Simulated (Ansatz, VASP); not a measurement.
# NaF in VASP and in Ansatz

Contents of INCAR:

```
SYSTEM = NaF
PREC     = Accurate       ! precision mode
ENCUT    = 520            ! plane-wave cutoff, eV
EDIFF    = 1E-6           ! SCF threshold, eV
ISMEAR   = -1             ! smearing method
SIGMA    = 0.02           ! smearing width, eV
LREAL    = .FALSE.        ! projectors in reciprocal space
LASPH    = .TRUE.         ! aspherical terms in the spheres
NELM     = 60             ! most SCF steps
ALGO     = Normal         ! electronic algorithm
ISIF     = 2              ! what is computed and relaxed
LWAVE    = .FALSE.        ! write WAVECAR
LCHARG   = .FALSE.        ! write CHGCAR
GGA      = PE             ! functional
NBANDS   = 14             ! bands
```

File KPOINTS:

```
Automatic mesh
0
G
  10 10 10
  0 0 0
```

POSCAR

```
NaF
1.0
    0.0000000000      2.3688664703      2.3688664703
    2.3688664703      0.0000000000      2.3688664703
    2.3688664703      2.3688664703      0.0000000000
Na F
1 1
Direct
    0.0000000000      0.0000000000      0.0000000000
    0.5000000000      0.5000000000      0.5000000000
```

Input for Ansatz:

```yaml
crystal:
  lattice:
    - [0.0, 2.3688664703, 2.3688664703]
    - [2.3688664703, 0.0, 2.3688664703]
    - [2.3688664703, 2.3688664703, 0.0]
  atoms:
    - { symbol: Na, position: [0.0, 0.0, 0.0] }
    - { symbol: F, position: [0.5, 0.5, 0.5] }
kpoints:
  mp_grid: { grid: [10, 10, 10] }
scf:
  occupations: { method: fermi_dirac, width: 0.02 }
hamiltonian:
  xc: pbe
  pseudopotentials: { kind: all_electron, lapw: { basis_error: 0.0005 } }
output:
  forces: true
  stress: true
  eigenvalues: true
```

Change from the starting cell: volume scaled by 1.06.

Alike in both runs: task single point; functional PBE; k mesh 10 × 10 × 10; occupations fermi-dirac, width 0.02 eV; no spin polarisation.

|  | VASP | Ansatz |
| --- | --- | --- |
| version | VASP 6.6.1 | Ansatz 0.2.0 |
| potentials or method | VASP PAW PBE potentials, release 64 (Na_pv, F) | all-electron LAPW, scalar-relativistic |
| plane-wave cutoff (eV) | 520 | see its input |

Ansatz gave:

* gap on the k mesh at the Fermi level (eV): 5.97
* pressure (GPa): -1.0

**Question.** What did VASP give for the same quantities?

**Answer.** gap on the k mesh at the Fermi level (eV): 5.95; pressure (GPa): -1.2.

Ansatz ran all-electron here, so the differences hold the error of VASP's frozen core and of both bases.

A k mesh can miss the band edges.
